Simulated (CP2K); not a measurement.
## SiO2 in CP2K: the effect of functional

Crystal: SiO2.

```
Si O
1.0
     4.97559    0.00000    0.00000
     0.00000    4.97559    0.00000
     0.00000    0.00000    6.90089
Si O
4 8
Direct
  0.80325 0.80325 0.50000
  0.69675 0.30325 0.25000
  0.30325 0.69675 0.75000
  0.19675 0.19675 0.00000
  0.76176 0.11039 0.43204
  0.88961 0.23824 0.06796
  0.11039 0.76176 0.56796
  0.26176 0.38961 0.81796
  0.23824 0.88961 0.93204
  0.73824 0.61039 0.31796
  0.38961 0.26176 0.18204
  0.61039 0.73824 0.68204
```

The cell comes from a database or a generator and needn't be the stable form of this composition.

Alike in all runs:

```yaml
Program: CP2K 2026.2
Task: band structure
Potentials_or_basis: POTENTIAL_UZH Si GTH-PBE-q4, O GTH-PBE-q6; DZVP-MOLOPT-PBE-GTH basis
Density_cutoff: 11565 eV
k_mesh: 4 × 4 × 3
Occupations: fermi-dirac, width 0.05 eV
Spin: no spin polarisation
```

| functional | pressure (GPa) |
| --- | --- |
| PBE | 4.8 |
| LDA | 3.8 |
| PBEsol | 4.3 |
| vdW-DF2 | 4.5 |
| BEEF-vdW | ? |
| OLYP | 3.4 |
| MS2 | 0.8 |

**Question.** What does the run with functional BEEF-vdW give?

**Answer.** Pressure 2.3 GPa.

Caveats: the basis of atomic orbitals isn't converged, which shifts pressures, moduli and gaps; the potentials were made for another functional, which shifts forces and pressure (some runs).
